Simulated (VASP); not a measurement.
# Na in VASP: convergence with ENAUG

Aim: find how far ENAUG must go before the results for Na settle, at LDA. This setting moves, with any that are tied to it; all else stays.

Program: VASP 6.6.1. These are calculated values, not measurements. Logs are shortened: lines on timing, memory, paths and dates and some standing lists are left out, and cuts for length are marked.

## Step 1: The structure

The cell holds a slab with vacuum, 4 atoms: a = 3.753 Å, b = 3.753 Å, c = 24.212 Å, α = 90.00°, β = 90.00°, γ = 60.41°.

The slab is cut from a database's or a generator's crystal, which needn't be the stable form of the element.

## Step 2: With ENAUG 300

INCAR

```
ALGO     = Fast           # electronic algorithm
EDIFF    = 1E-6           # SCF threshold, eV
ENAUG    = 300          
ENCUT    = 520            # plane-wave cutoff, eV
GGA      = CA             # functional
ISIF     = 2              # what is computed and relaxed
ISMEAR   = 0              # smearing method
LASPH    = T              # aspherical terms in the spheres
LCHARG   = F              # write CHGCAR
LREAL    = F              # projectors in reciprocal space
LWAVE    = F              # write WAVECAR
NBANDS   = 22             # bands
NELM     = 80             # most SCF steps
PREC     = Medium         # precision mode
SIGMA    = 0.02           # smearing width, eV
```

KPOINTS

```
k-points
0
Gamma
  6 6 1
```

POSCAR

```
Na
1.0
    3.7532005932      0.0000000000      0.0000000000
    1.8531458989      3.2637960981      0.0000000000
    0.0000000000      0.0000000000     24.2119172620
Na
4
Direct
    0.3389113921      0.3389113921      0.3097648120
    0.6778227842      0.6778227842      0.4365882707
    0.0167341763      0.0167341763      0.5634117293
    0.3556455685      0.3556455685      0.6902351880
```

Potentials or basis: VASP PAW LDA potentials, release 64 (Na_pv).

Command:

```
$ cat potpaw_LDA.64/Na_pv/POTCAR > POTCAR
$ mpirun -np 1 vasp_std > vasp.out
```

OUTCAR:

```text
EDIFF = 1E-6
   ENCUT = 520
   GGA = CA
   ISIF = 2
   ISMEAR = 0
   LASPH = T
   LREAL = F
   NELM = 80
   PREC = Medium

 Found     13 irreducible k-points:

 Following reciprocal coordinates:
            Coordinates               Weight
  0.000000  0.000000  0.000000      1.000000
  0.166667  0.000000  0.000000      4.000000
  0.333333 -0.000000  0.000000      4.000000
  0.500000  0.000000  0.000000      2.000000
  0.166667  0.166667  0.000000      2.000000
  0.333333  0.166667  0.000000      4.000000
   k-points           NKPTS =     13   k-points in BZ     NKDIM =     13   number of bands    NBANDS=     22
   number of dos      NEDOS =    301   number of ions     NIONS =      4
   total plane-waves  NPLWV =  80640
   dimension x,y,z NGX =    24 NGY =   24 NGZ =  140
   dimension x,y,z NGXF=    24 NGYF=   24 NGZF=  140
   ions per type =               4
   NGX,Y,Z   is equivalent  to a cutoff of  10.63, 10.63,  9.61 a.u.
   NGXF,Y,Z  is equivalent  to a cutoff of  10.63, 10.63,  9.61 a.u.
 SYSTEM =  unknown system
   PREC   = medium    normal or accurate (medium, high low for compatibility)
   ISTART =      0    job   : 0-new  1-cont  2-samecut
   ICHARG =      2    charge: 1-file 2-atom 10-const
   ISPIN  =      1    spin polarized calculation?
   LNONCOLLINEAR =      F non collinear calculations
   LSORBIT =      F    spin-orbit coupling
   LASPH  =      T    aspherical Exc in radial PAW
   ENCUT  =  520.0 eV  38.22 Ry    6.18 a.u.   6.98  6.98 45.02*2*pi/ulx,y,z
   NELM   =     80;   NELMIN=  2; NELMDL= -5     # of ELM steps
   EDIFF  = 0.1E-05   stopping-criterion for ELM
   LREAL  =      F    real-space projection
   EDIFFG = 0.1E-04   stopping-criterion for IOM
   NSW    =      0    number of steps for IOM
   IBRION =     -1    ionic relax: 0-MD 1-quasi-New 2-CG
   NFREE  =      0    steps in history (QN), initial steepest desc. (CG)
   ISIF   =      2    stress and relaxation
   ISYM   =      2    0-nonsym 1-usesym 2-fastsym
   POTIM  = 0.5000    time-step for ionic-motion
   TEBEG  =    0.0;   TEEND  =   0.0 temperature during run
   PSTRESS=    0.0 pullay stress
   NELECT =      28.0000    total number of electrons
   NUPDOWN=      -1.0000    fix difference up-down
   EMIN   =  10.00;   EMAX   =-10.00  energy-range for DOS
   EFERMI =   0.00;   METHOD = LEGACY
   ISMEAR =     0;   SIGMA  =   0.02  broadening in eV -4-tet -1-fermi 0-gaus
   EFERMI_NEDOS =   21; number of points for ismear=-14 and -15
   IALGO  =     68    algorithm
   IMIX   =      4    mixing-type and parameters
     AMIX     =   0.40;   BMIX     =  1.00
     AMIX_MAG =   1.60;   BMIX_MAG =  1.00
  volume/ion in A,a.u.               =      74.15       500.37
  Fermi-wavevector in a.u.,A,eV,Ry     =   0.745435  1.408667  7.560386  0.555673
  Thomas-Fermi vector in A             =   1.841021
   LORBIT       =      0    0 simple, 1 ext, 2 COOP (PROOUT), +10 PAW based schemes
   GGA     = CA    functional components
   LHFCALC =     F    Hartree Fock is set to
   AEXX    =    0.0000 exact exchange contribution
   IVDW    =     0    specifies the selected vdW correction
   LEPSILON=     F    determine dielectric tensor
   LRPA    =     F    only Hartree local field effects (RPA)
 non-spin polarized calculation
 RMM-DIIS sequential band-by-band and
 Gauss-broadening in eV      SIGMA  =   0.02
  energy-cutoff  :      520.00
  volume of cell :      296.59
 maximum number of plane-waves:      8021
   NGX = 13   NGY = 13   NGZ = 91

 number of electron      27.9999293 magnetization

 Free energy of the ion-electron system (eV)
  ---------------------------------------------------
  ext. energy  EPLUGINS =         0.00000000
  ---------------------------------------------------
  free energy    TOTEN  =        -5.34279961 eV

  energy without entropy =       -5.34009179  energy(sigma->0) =       -5.34144570

 E-fermi :  -1.4930     XC(G=0):  -4.0138

 val. band max:       -1.4989463514   @ k =   0.3333  -0.0000   0.0000
 cond. band min:      -1.4796194840   @ k =   0.3333   0.3333   0.0000
 fundamental gap:      0.0193268674
 Fermi energy:        -1.4929859541

 k-point     1 :       0.0000    0.0000    0.0000
  band No.  band energies     occupation
      1     -26.6525      2.00000
      2     -26.6514      2.00000
      3     -26.6280      2.00000
      4     -26.6276      2.00000
      5     -26.6269      2.00000
      6     -26.6267      2.00000
[... 14 lines left out ...]
     21       2.3941      0.00000
     22       4.3599      0.00000

 k-point     2 :       0.1667    0.0000    0.0000
  band No.  band energies     occupation
      1     -26.6517      2.00000
      2     -26.6506      2.00000
      3     -26.6340      2.00000
      4     -26.6331      2.00000
      5     -26.6294      2.00000
      6     -26.6284      2.00000
[... 14 lines left out ...]
     21       2.7699      0.00000
     22       4.6340      0.00000

 k-point     3 :       0.3333   -0.0000    0.0000
  band No.  band energies     occupation
      1     -26.6499      2.00000
      2     -26.6489      2.00000
      3     -26.6467      2.00000
      4     -26.6457      2.00000
      5     -26.6324      2.00000
      6     -26.6314      2.00000
[... 14 lines left out ...]
     21       2.7857      0.00000
     22       3.0647      0.00000

 k-point     4 :       0.5000    0.0000    0.0000
  band No.  band energies     occupation
      1     -26.6529      2.00000
      2     -26.6520      2.00000
      3     -26.6491      2.00000
      4     -26.6480      2.00000
      5     -26.6339      2.00000
      6     -26.6329      2.00000
[... 14 lines left out ...]
     21       2.5743      0.00000
     22       2.6078      0.00000

 k-point     5 :       0.1667    0.1667    0.0000
  band No.  band energies     occupation
      1     -26.6516      2.00000
      2     -26.6506      2.00000
      3     -26.6345      2.00000
      4     -26.6334      2.00000
      5     -26.6292      2.00000
      6     -26.6283      2.00000
[... 14 lines left out ...]
     21       2.7751      0.00000
     22       4.6520      0.00000

 k-point     6 :       0.3333    0.1667    0.0000
  band No.  band energies     occupation
      1     -26.6503      2.00000
      2     -26.6493      2.00000
      3     -26.6429      2.00000
      4     -26.6418      2.00000
      5     -26.6327      2.00000
      6     -26.6318      2.00000
[... 14 lines left out ...]
     21       3.3574      0.00000
     22       3.7081      0.00000

 [... further k-points ...]
[... 5 lines left out ...]
  --------------------------------------------------------------------------------------
  -------------------------------------------------------------------------------------
  Total       -1.0204354     -0.9810948     -0.5513074     -0.0346438     -0.0039394     -0.0067668
  in kB       -5.5124180     -5.2998988     -2.9781766     -0.1871464     -0.0212805     -0.0365544
  external PRESSURE =      -4.5968311 kB  Pullay stress =       0.0000000 kB

 VOLUME and BASIS-vectors are now :
 -----------------------------------------------------------------------------
  energy-cutoff  :      520.00
  volume of cell :      296.59
      direct lattice vectors                 reciprocal lattice vectors
     3.753200593  0.000000000  0.000000000     0.266439263 -0.151281150  0.000000000
     1.853145899  3.263796098  0.000000000     0.000000000  0.306391689  0.000000000
     0.000000000  0.000000000 24.211917262     0.000000000  0.000000000  0.041301975

 POSITION                                       TOTAL-FORCE (eV/Angst)
 -----------------------------------------------------------------------------------
      1.90005      1.10614      7.50000        -0.003158     -0.001839      0.047345
      3.80011      2.21228     10.57064        -0.009237     -0.005377      0.094190
      0.09382      0.05462     13.64128         0.009237      0.005377     -0.094190
      1.99387      1.16075     16.71192         0.003158      0.001839     -0.047345
 -----------------------------------------------------------------------------------
    total drift:                                0.001368      0.000796     -0.000737

  FREE ENERGIE OF THE ION-ELECTRON SYSTEM (eV)
  ---------------------------------------------------
  free  energy   TOTEN  =        -5.3427996107 eV

  energy  without entropy=       -5.3400917868  energy(sigma->0) =       -5.34144570
```

OSZICAR:

```text
N       E                     dE             d eps       ncg     rms          rms(c)
DAV:   1     0.150569607469E+03    0.15057E+03   -0.14701E+04   772   0.103E+03
DAV:   2     0.183178692476E+01   -0.14874E+03   -0.14610E+03   584   0.265E+02
DAV:   3    -0.533148644528E+01   -0.71633E+01   -0.70822E+01   698   0.783E+01
DAV:   4    -0.550172911369E+01   -0.17024E+00   -0.17018E+00   632   0.110E+01
DAV:   5    -0.550839289222E+01   -0.66638E-02   -0.66635E-02   784   0.211E+00    0.694E-01
RMM:   6    -0.535872901372E+01    0.14966E+00   -0.11685E-02   603   0.779E-01    0.337E-01
RMM:   7    -0.534627373141E+01    0.12455E-01   -0.72740E-03   706   0.596E-01    0.189E-01
RMM:   8    -0.534384890814E+01    0.24248E-02   -0.29497E-03   674   0.349E-01    0.950E-02
RMM:   9    -0.534212308815E+01    0.17258E-02   -0.11836E-03   676   0.236E-01    0.414E-02
RMM:  10    -0.534237747637E+01   -0.25439E-03   -0.21788E-04   697   0.154E-01    0.222E-02
RMM:  11    -0.534254406200E+01   -0.16659E-03   -0.13526E-04   665   0.752E-02    0.104E-02
RMM:  12    -0.534260046089E+01   -0.56399E-04   -0.44985E-05   690   0.429E-02    0.753E-03
RMM:  13    -0.534266641564E+01   -0.65955E-04   -0.32578E-05   599   0.247E-02    0.398E-03
RMM:  14    -0.534268243675E+01   -0.16021E-04   -0.50599E-06   525   0.152E-02    0.266E-03
RMM:  15    -0.534275537758E+01   -0.72941E-04   -0.13928E-05   582   0.943E-03    0.244E-03
RMM:  16    -0.534277265608E+01   -0.17278E-04   -0.13920E-06   518   0.814E-03    0.108E-03
RMM:  17    -0.534279879709E+01   -0.26141E-04   -0.23560E-06   545   0.538E-03    0.865E-04
RMM:  18    -0.534279961075E+01   -0.81366E-06   -0.20134E-07   451   0.448E-03
   1 F= -.53427996E+01 E0= -.53414457E+01  d E =-.270782E-02
```

Run time: 28 s. Hardware: 1 thread of Intel Xeon 6975P-C (Granite Rapids), shared host; peak memory 0.17 GiB.

Results:

```yaml
Free_energy: -5.3428 eV
Largest_force: 0.095 eV/Å
Band_gap_on_the_k_mesh: none (metal or under the smearing width)
```

## Step 3: With ENAUG 400

Changes to INCAR since step 2:

```diff
@@ -2,3 +2,3 @@
 EDIFF    = 1E-6           # SCF threshold, eV
-ENAUG    = 300          
+ENAUG    = 400          
 ENCUT    = 520            # plane-wave cutoff, eV
```

KPOINTS is that of step 2.

POSCAR is that of step 2.

Potentials or basis: VASP PAW LDA potentials, release 64 (Na_pv).

Command:

```
$ cat potpaw_LDA.64/Na_pv/POTCAR > POTCAR
$ mpirun -np 1 vasp_std > vasp.out
```

Wall time 26 s (1 thread of Intel Xeon 6975P-C (Granite Rapids), shared host); peak memory 0.17 GiB.

Results:

```
Free energy            : -5.3431 eV
Largest force          : 0.087 eV/Å
Band gap on the k mesh : none (metal or under the smearing width)
```

## Step 4: With ENAUG 500

Changes to INCAR since step 3:

```diff
@@ -2,3 +2,3 @@
 EDIFF    = 1E-6           # SCF threshold, eV
-ENAUG    = 400          
+ENAUG    = 500          
 ENCUT    = 520            # plane-wave cutoff, eV
```

KPOINTS is that of step 3.

POSCAR is that of step 3.

Command:

```
$ cat potpaw_LDA.64/Na_pv/POTCAR > POTCAR
$ mpirun -np 1 vasp_std > vasp.out
```

It took 28 s on 1 thread of Intel Xeon 6975P-C (Granite Rapids), shared host; peak memory 0.18 GiB.

Results:

```yaml
Free_energy: -5.3429 eV
Largest_force: 0.085 eV/Å
Band_gap_on_the_k_mesh: none (metal or under the smearing width)
```

## Step 5: With ENAUG 700

Changes to INCAR since step 4:

```diff
@@ -2,3 +2,3 @@
 EDIFF    = 1E-6           # SCF threshold, eV
-ENAUG    = 500          
+ENAUG    = 700          
 ENCUT    = 520            # plane-wave cutoff, eV
```

KPOINTS is that of step 4.

POSCAR is that of step 4.

Command:

```
$ cat potpaw_LDA.64/Na_pv/POTCAR > POTCAR
$ mpirun -np 1 vasp_std > vasp.out
```

It took 25 s on 1 thread of Intel Xeon 6975P-C (Granite Rapids), shared host; peak memory 0.19 GiB.

Results:

```yaml
Free_energy: -5.3434 eV
Largest_force: 0.079 eV/Å
Band_gap_on_the_k_mesh: none (metal or under the smearing width)
```

## Step 6: With ENAUG 900

Changes to INCAR since step 5:

```diff
@@ -2,3 +2,3 @@
 EDIFF    = 1E-6           # SCF threshold, eV
-ENAUG    = 700          
+ENAUG    = 900          
 ENCUT    = 520            # plane-wave cutoff, eV
```

KPOINTS is that of step 5.

POSCAR is that of step 5.

Potentials or basis: VASP PAW LDA potentials, release 64 (Na_pv).

Command:

```
$ cat potpaw_LDA.64/Na_pv/POTCAR > POTCAR
$ mpirun -np 1 vasp_std > vasp.out
```

Run time: 26 s. Hardware: 1 thread of Intel Xeon 6975P-C (Granite Rapids), shared host; peak memory 0.19 GiB.

What came out:

```
Free energy            : -5.3436 eV
Largest force          : 0.076 eV/Å
Band gap on the k mesh : none (metal or under the smearing width)
```

## Step 7: With ENAUG 1200

Changes to INCAR since step 6:

```diff
@@ -2,3 +2,3 @@
 EDIFF    = 1E-6           # SCF threshold, eV
-ENAUG    = 900          
+ENAUG    = 1200         
 ENCUT    = 520            # plane-wave cutoff, eV
```

KPOINTS is that of step 6.

POSCAR is that of step 6.

Command:

```
$ cat potpaw_LDA.64/Na_pv/POTCAR > POTCAR
$ mpirun -np 1 vasp_std > vasp.out
```

Run time: 26 s. Hardware: 1 thread of Intel Xeon 6975P-C (Granite Rapids), shared host; peak memory 0.22 GiB.

What came out:

```
Free energy            : -5.3435 eV
Largest force          : 0.077 eV/Å
Band gap on the k mesh : none (metal or under the smearing width)
```

## Step 8: With ENAUG 1600

Changes to INCAR since step 7:

```diff
@@ -2,3 +2,3 @@
 EDIFF    = 1E-6           # SCF threshold, eV
-ENAUG    = 1200         
+ENAUG    = 1600         
 ENCUT    = 520            # plane-wave cutoff, eV
```

KPOINTS is that of step 7.

POSCAR is that of step 7.

Command:

```
$ cat potpaw_LDA.64/Na_pv/POTCAR > POTCAR
$ mpirun -np 1 vasp_std > vasp.out
```

Run time: 26 s. Hardware: 1 thread of Intel Xeon 6975P-C (Granite Rapids), shared host; peak memory 0.24 GiB.

It converged, with:

```
Free energy            : -5.3435 eV
Largest force          : 0.078 eV/Å
Band gap on the k mesh : none (metal or under the smearing width)
```

## Step 9: The series at a glance

| ENAUG | energy less the tightest run, at zero smearing (meV/atom) | largest force (eV/Å) | SCF cycles | CPU time (s) | peak memory (GiB) |
| --- | --- | --- | --- | --- | --- |
| 300 | 0.19 | 0.095 | 18 | 27 | 0.17 |
| 400 | 0.12 | 0.087 | 18 | 26 | 0.17 |
| 500 | 0.17 | 0.085 | 18 | 27 | 0.18 |
| 700 | 0.02 | 0.079 | 18 | 24 | 0.19 |
| 900 | -0.01 | 0.076 | 18 | 26 | 0.19 |
| 1200 | 0.00 | 0.077 | 18 | 25 | 0.22 |
| 1600 | 0.00 | 0.078 | 18 | 26 | 0.24 |

Against the tightest run, the energy stays within 1 meV/atom from 300 on; the largest force stays within 0.005 eV/Å from 700 on. The tightest run that finished is the yardstick and may itself not be fully converged.
